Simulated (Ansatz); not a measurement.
Pressure coefficients of MoS2

```
Mo S
1.0
     1.58150    0.91308    6.12333
    -1.58150    0.91308    6.12333
     0.00000   -1.82616    6.12333
Mo S
1 2
Cartesian
  0.0000 0.0000 0.0000
  0.0000 0.0000 13.7481
  0.0000 0.0000 10.7446
```

The geometry is COD entry 9007661, unchecked; take it as a test cell.

The calculation used DFT, LDA, all-electron LAPW, scalar-relativistic (Ansatz 0.2.0).

Settings: a Γ-centred 15×15×15 k mesh, Fermi–Dirac smearing of 0.05 eV, basis error target 1 meV/atom, no spin polarisation.

The cell is scaled evenly with fractional coordinates held. Semilocal gaps are too small, but their slopes usually carry over better; a slope of a few tenths of an eV per unit of ln V is near zero and can change sign within a few per cent of volume.

```
V/V(cell)  P (GPa)  gap on the k mesh (eV)
   0.9600     8.81                   0.600
   0.9800     4.95                   0.609
   0.9900     3.17                   0.613
   1.0000     1.48                   0.616
   1.0100    -0.13                   0.620
   1.0200    -1.65                   0.622
   1.0400    -4.45                   0.627
   1.0600    -6.98                   0.631
```

Question: From the rows at 0.9900 and 1.0100, what is the bulk modulus at the cell's volume?

Answer: B = −ΔP/Δln V = −[(-0.13) − (3.17)]/0.02000 = 165.0 GPa.

Question: What are the gap's volume deformation potential and pressure coefficient?

Answer: dEg/dln V = (0.620 − 0.613)/0.02000 = 0.35 eV, and dEg/dP = −(dEg/dln V)/B = -2.1 meV/GPa: pressure narrows the gap.

Question: Predict the row at V/V(cell) = 0.9400. How far is a linear estimate of P off?

Answer: P = 13.11 GPa, gap 0.589 eV. The linear estimate P(cell) − B ln(V/V(cell)) = 11.69 GPa misses by 1.42 GPa, since the modulus grows under compression.
